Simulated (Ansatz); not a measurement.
## GaP: the change of pressure with volume scale

All results are calculated (Ansatz 0.2.0). Periodic Kohn-Sham DFT of a crystal at fixed atoms, scaled to volume_scale times the given cell; pressure positive in compression, energy less spherical unpolarised free atoms, largest_vzz the field gradient of largest size among the nuclei.

The cell before it is scaled or strained (space group F-43m, No. 216):
```
cell vectors (Å)
   0.0000     2.7253     2.7253
   2.7253     0.0000     2.7253
   2.7253     2.7253     0.0000
atoms (fractions of the cell vectors)
Ga  0.00000  0.00000  0.00000
P   0.75000  0.75000  0.75000
```

Settings of every row: method all-electron PAW; functional PBE; relativity scalar; k mesh 10x10x10; filling fermi-dirac; smearing width 0.05 eV; nucleus gaussian.

Atom start moment: 0 on all atoms.

| row | volume scale | V (Å³/atom) | pressure (GPa) |
| --- | --- | --- | --- |
| 1 | 0.94 | 19.027 | 8.685 |
| 2 | 0.96 | 19.432 | 6.393 |
| 3 | 0.98 | 19.834 | 4.334 |
| 4 | 0.99 | 20.037 | 3.384 |
| 5 | 1.01 | 20.442 | 1.628 |
| 6 | 1.02 | 20.646 | 0.818 |
| 7 | 1.04 | 21.049 | ? |

Question: what pressure should row 7 give?

Worked fit of pressure. Take u = (V_r/V)^(2/3) − 1 with V_r = 19.935 Å³ an atom, which is twice the finite (Eulerian) strain; such expansions in the strain, on which the Birch-Murnaghan equation of state is built, carry the rest volume and the bulk modulus. The shown rows have u = 0.03157, 0.01718, 0.00339, -0.0034, -0.0166, -0.02309. Least squares give pressure = 3.8567 + 140.667 × u + 390.41 × u² GPa; a straight line predicts inner rows, each left out in turn, worse (root mean square 0.12 against 0.0049 GPa). The rows lie off it by -0.002, 0.004, -0.004, 0.001, -0.001, 0.001. The withheld row has u = -0.0356, so the fit gives 3.8567 + 140.667 × (-0.0356) + 390.41 × (-0.0356)² = -0.656 GPa.

The calculation gave -0.676 GPa. The fit lies 0.020 GPa (3 % of the value, 0.21 % of the column's range) above it; its largest miss of a shown row is 0.004 GPa. This row lies beyond the range of the fit.
